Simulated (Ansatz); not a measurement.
Level of theory: Ansatz 0.2.0, DFT PBE, scalar-relativistic, plane waves, PAW. All cells share a 420 eV cutoff and Γ-centred k meshes spaced at most about 0.3 Å⁻¹ (about 0.25 or finer for metals, 2π included). No spin polarisation.

Each guess is relaxed in cell and atoms at zero pressure, on a coarse mesh first where it starts far from rest and then on a converged one. The steps can't lower the symmetry of the start, but it can rise. Energies are static (0 K, no zero-point motion).

This guess for InSe isn't its lowest structure:

```yaml
crystal:
  lattice:
    - [0.00000, 2.95995, 2.95995]
    - [2.95995, 0.00000, 2.95995]
    - [2.95995, 2.95995, 0.00000]
  atoms:
    - { symbol: In, position: [0.50000, 0.50000, 0.50000] }
    - { symbol: Se, position: [0.00000, 0.00000, 0.00000] }
```

Question: What does it relax into?

Answer: Fm-3m at 25.9 Å³/atom → Fm-3m (rock salt type) at 26.0 Å³/atom. Conventional cell: a = 5.926 Å. In has 6 Se at 2.96 Å; Se has 6 In at 2.96 Å.

```cif
data_structure
_symmetry_space_group_name_H-M 'P 1'
_symmetry_Int_Tables_number 1
_cell_length_a 4.1902
_cell_length_b 4.1902
_cell_length_c 4.1902
_cell_angle_alpha 60.000
_cell_angle_beta 60.000
_cell_angle_gamma 60.000
_cell_volume 52.02
loop_
_atom_site_label
_atom_site_type_symbol
_atom_site_fract_x
_atom_site_fract_y
_atom_site_fract_z
_atom_site_occupancy
In1 In 0.00000 0.00000 0.00000 1
Se1 Se 0.50000 0.50000 0.50000 1
```

Question: How far does this end lie above the lowest form of InSe relaxed in the same way, and what is that form?

Answer: It lies 91 meV/atom above the lowest of the 4 forms computed, a structure that the Crystallography Open Database (COD) lists. Space group R3m (No. 160), trigonal, a = 4.087 Å, c = 27.942 Å. In on its first site has 3 Se at 2.68 Å and 1 In at 2.83 Å; around In on its second site lie 3 Se at 2.68 Å and 1 In at 2.83 Å; Se on its first site has 3 In at 2.68 Å; Se on its second site is surrounded by 3 In at 2.68 Å. That form has 33.7 Å³/atom and a gap of 0.77 eV on its mesh; the guess's end has none. Counting Se atoms around In (those within 1.25 times the shortest such distance or 1.15 times the sum of covalent radii), the guess's end has In 6 and the lowest form has In 3.

Weakly bound directions are ill-defined at this level, which has no dispersion term (R3m), and this can change margins and order among such cells. Kohn–Sham gaps at this level usually fall short of measured ones. In Fm-3m an odd number of electrons in the primitive cell allows no gap without spin; a larger cell or a magnetic state could open one. Some candidate types were left out of the draw beforehand, so a known form may be missing.
